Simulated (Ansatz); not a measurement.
An Ansatz (an electronic-structure program) input (DFT with PBEsol, PAW potentials and a 420 eV plane-wave cutoff in Ansatz, without spin-orbit coupling):

Ansatz 0.2 input:
```yaml
crystal:
  lattice:
    - [3.5369335025, 0, 0]
    - [-1.7684667513, 3.0495967379, 0]
    - [0, 0, 5.7135553935]
  atoms:
    - { symbol: In, position: [0.6666666667, 0.3333333333, 0.0020299428] }
    - { symbol: In, position: [0.3333333333, 0.6666666667, 0.5020299428] }
    - { symbol: N, position: [0.6666666667, 0.3333333333, 0.6231700572] }
    - { symbol: N, position: [0.3333333333, 0.6666666667, 0.1231700572] }
basis: { ecutwfc: 420, ecutrho_ratio: 4, xc_grid: 2, fft_grid_basis: typed }
kpoints: { mp_grid: { grid: [11, 11, 6] } }
hamiltonian:
  xc: pbesol
  dispersion: none
  pseudopotentials: { kind: paw }
scf: { occupations: { method: fermi_dirac, width: 0.05 }, convergence: { dr2_threshold: 0.0000000004 } }
relax: { f_tol: 0.005, max_steps: 50 }
output: { forces: true, stress: true }
checkpoint: { write: state.ck, write_every: 1000 }
```

Problem. Which symmetry and how many k-points will the program report, and about how many plane waves at Γ?

Solution. Space group Cmc21 (ITA 36) with 4 operations, k-points 144 of 726, and 1185 plane waves at Γ.

Problem. And the final pressure?

Solution. 0.61 GPa (compression positive).

The cells carry an imposed strain or load. No phonon test of stability was made. The final runs are not spin-polarised. The cell was made from InN in the wurtzite structure (space group P6_3mc, No. 186) by this change: uniaxial strain ε_yy = −0.44 %.
